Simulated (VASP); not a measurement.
Set up this calculation in VASP 6.6.1, as the native input.

```
Task                   : relaxation of cell and atoms
Functional             : optPBE-vdW
Potentials or basis    : VASP PAW PBE potentials, release 64 (Ta_pv, N)
Cutoff                 : 600 eV
k mesh                 : 10 × 10 × 5
Occupations            : fermi-dirac, width 0.05 eV
Spin                   : no spin polarisation
Further INCAR settings : ALGO = Fast; EDIFF = 1e-07; IBRION = 2; EDIFFG = -0.005; NSW = 40; ISIF = 3
```

The structure of TaN lies in POSCAR:

```
TaN
1.0
    2.9217699809      0.0000000000      0.0000000000
   -1.4608849905      2.5303270275      0.0000000000
    0.0000000000      0.0000000000      5.9165150000
Ta N
2 2
Direct
    0.0000000000      0.0000000000      0.5000000000
    0.0000000000      0.0000000000      0.0000000000
    0.3333333333      0.6666666667      0.2500000000
    0.6666666667      0.3333333333      0.7500000000
```

The cell comes from a database or a generator and needn't be the stable form of this composition.

These files were run (other wordings do the same):

INCAR

```
SYSTEM = TaN
PREC     = Accurate       ! precision mode
ENCUT    = 600            ! plane-wave cutoff, eV
EDIFF    = 1E-7           ! SCF threshold, eV
ISMEAR   = -1             ! smearing method
SIGMA    = 0.05           ! smearing width, eV
LREAL    = .FALSE.        ! projectors in reciprocal space
LASPH    = .TRUE.         ! aspherical terms in the spheres
NELM     = 100            ! most SCF steps
ALGO     = Fast           ! electronic algorithm
ISIF     = 3              ! what is computed and relaxed
LWAVE    = .FALSE.        ! write WAVECAR
LCHARG   = .FALSE.        ! write CHGCAR
GGA      = OR             ! functional
LUSE_VDW = .TRUE.       
AGGAC    = 0.0          
IBRION   = 2              ! ionic algorithm
NSW      = 40             ! ionic steps
EDIFFG   = -0.005         ! ionic threshold
```

KPOINTS

```
Automatic mesh
0
G
  10 10 5
  0 0 0
```

Potentials or basis: VASP PAW PBE potentials, release 64 (Ta_pv, N).

Launch:

```bash
$ cat potpaw_PBE.64/Ta_pv/POTCAR potpaw_PBE.64/N/POTCAR > POTCAR
$ mpirun -np 1 vasp_std > vasp.out
```

Results of the run:

```yaml
Relaxed_volume: 11.02 Å³/atom
Relaxed_cell: a = 2.928 Å, b = 2.928 Å, c = 5.936 Å, α = 90.00°, β = 90.00°, γ = 120.00°
Space_group_after_relaxing_to_0.05_Å: P6_3/mmc (No. 194)
Energy_gained_by_relaxing: 0.7 meV/atom
Ionic_steps: 3
Pressure_after_relaxing: 0.0 GPa
Band_gap_on_the_k_mesh: none (metal or under the smearing width)
```

Caveat: the PAW data sets were made with another functional, which shifts forces and pressure a little.

Wall time 7.4 min on 1 thread of Intel(R) Xeon(R) Platinum 8259CL CPU @ 2.50GHz (Skylake/Cascade Lake) (shared host), peak memory 0.38 GiB.
